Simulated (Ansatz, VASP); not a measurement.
Pt: VASP beside Ansatz

```
Pt
1.0
     2.77469    0.00000    0.00000
     1.38734    2.40295    0.00000
     0.00000    0.00000   26.06209
Pt
5
Cartesian
  0.0000 0.0000 8.3666
  1.3873 0.8010 10.7188
  2.7747 1.6020 13.0310
  0.0000 0.0000 15.3433
  1.3873 0.8010 17.6955
```

Alike in both runs: functional PBE; k mesh 10 × 10 × 1; occupations gaussian, width 0.1 eV; no spin polarisation.

Ansatz relaxed the structure, and its values are those at the end. VASP's run is a single point on that final structure, the one shown.

|  | VASP | Ansatz |
| --- | --- | --- |
| version | VASP 6.6.1 | Ansatz 0.2.0 |
| potentials or method | VASP PAW PBE potentials, release 64 (Pt) | scalar-relativistic, plane waves, PAW |
| plane-wave cutoff (eV) | 520 | 420 |
| valence electrons in the cell | 50 | 90 |

VASP gave:

```
gap on the k mesh at the Fermi level (eV) : none
rms of the force components (eV/Å)        : 0.009
```

Which values does Ansatz return?

gap on the k mesh at the Fermi level (eV): none; rms of the force components (eV/Å): 0.001.

A gap of «none» marks a metal or a gap that the smearing closes. The two sets of potentials don't hold the same shells in valence. Ansatz warned: «xc_potential_rough_in_thin_density».

The runs have no spin-orbit coupling, so splittings on Pt are missing.
